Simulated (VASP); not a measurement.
Wanted: the native input for a VASP 6.6.1 run.

- Task: relaxation of the atoms
- Functional: LDA
- Potentials or basis: VASP PAW LDA potentials, release 64 (Zn, Se)
- Cutoff: 600 eV
- k mesh: 8 × 8 × 8
- Occupations: gaussian, width 0.03 eV
- Spin: no spin polarisation
- Further INCAR settings: ALGO = Normal; EDIFF = 1e-07; IBRION = 2; EDIFFG = -0.01; NSW = 40

The structure of ZnSe (Stilleite) lies in POSCAR:

```
ZnSe                                    
1.0
    0.0000000000      2.7313549759      2.7313549759
    2.7313549759      0.0000000000      2.7313549759
    2.7313549759      2.7313549759      0.0000000000
  Zn              Se            
     1     1
Direct
     0.0000000000000000    0.0000000000000000    0.0000000000000000
     0.2500000000000000    0.2500000000000000    0.2500000000000000
```

The cell isn't the ideal one: a relaxed cell with its volume scaled by 0.94.

One way to write it, as run:

INCAR

```
SYSTEM = ZnSe
ALGO = Normal ; EDIFF = 1E-7
EDIFFG = -0.01 ; ENCUT = 600
IBRION = 2 ; ISIF = 2
ISMEAR = 0 ; LASPH = .True.
LCHARG = .False. ; LREAL = .False.
LWAVE = .False. ; NELM = 80
NSW = 40 ; PREC = Accurate
SIGMA = 0.03
```

KPOINTS

```
k-points
0
Gamma
  8 8 8
  0 0 0
```

Potentials or basis: VASP PAW LDA potentials, release 64 (Zn, Se).

Run with:

```bash
$ cat potpaw_LDA.64/Zn/POTCAR potpaw_LDA.64/Se/POTCAR > POTCAR
$ mpirun -np 1 vasp_std > vasp.out
```

Results of the run:

```json
{
  "Pressure after relaxing": "5.1 GPa",
  "Band gap on the k mesh": "1.54 eV, direct"
}
```

Caveat: the relaxation stopped at its first step, so nothing moved.

Wall time 9.2 s on 1 thread of Intel(R) Xeon(R) Platinum 8559C (Emerald Rapids), on a shared host, peak memory 0.16 GiB.
